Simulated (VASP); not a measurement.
Write the native input for VASP 6.6.1 that does the following.

```
Task                   : relaxation of cell and atoms
Functional             : PBE
Potentials or basis    : VASP PAW PBE potentials, release 64 (Ga_d, N)
Cutoff                 : 600 eV
k mesh                 : 12 × 12 × 5
Occupations            : gaussian, width 0.03 eV
Spin                   : no spin polarisation
Further INCAR settings : ALGO = Normal; EDIFF = 1e-06; IBRION = 2; EDIFFG = -0.01; NSW = 90; ISIF = 3
```

The structure of GaN lies in POSCAR:

```
GaN
1.0
    3.1800000000      0.0000000000      0.0000000000
   -1.5900000000      2.7539607840      0.0000000000
    0.0000000000      0.0000000000      5.1660000000
Ga N
2 2
Direct
    0.3333333333      0.6666666667      0.0000000000
    0.6666666667      0.3333333333      0.5000000000
    0.3333333333      0.6666666667      0.3750000000
    0.6666666667      0.3333333333      0.8750000000
```

These files were run (other wordings do the same):

INCAR

```
SYSTEM = GaN
  PREC = Accurate
  ENCUT = 600
  EDIFF = 1E-6
  ISMEAR = 0
  SIGMA = 0.03
  LREAL = .False.
  LASPH = .True.
  NELM = 80
  ALGO = Normal
  ISIF = 3
  LWAVE = .False.
  LCHARG = .False.
  GGA = PE
  IBRION = 2
  NSW = 90
  EDIFFG = -0.01
```

KPOINTS

```
Automatic mesh
0
Gamma
  12 12 5
  0 0 0
```

Potentials or basis: VASP PAW PBE potentials, release 64 (Ga_d, N).

Run with:

```bash
$ cat potpaw_PBE.64/Ga_d/POTCAR potpaw_PBE.64/N/POTCAR > POTCAR
$ mpirun -np 1 vasp_std > vasp.out
```

It gave:

```json
{
 "Relaxed volume": "11.75 Å³/atom",
 "Relaxed cell": "a = 3.217 Å, b = 3.217 Å, c = 5.243 Å, α = 90.00°, β = 90.00°, γ = 120.00°",
 "Space group after relaxing (to 0.05 Å)": "P6_3mc (No. 186)",
 "Energy gained by relaxing": "10.1 meV/atom",
 "Ionic steps": "5",
 "Pressure after relaxing": "0.1 GPa",
 "Largest force after relaxing": "0.007 eV/Å",
 "Band gap on the k mesh": "1.72 eV, direct"
}
```

It took 7.9 min on 1 thread of AMD EPYC 7571, on a shared host, peak memory 0.19 GiB.
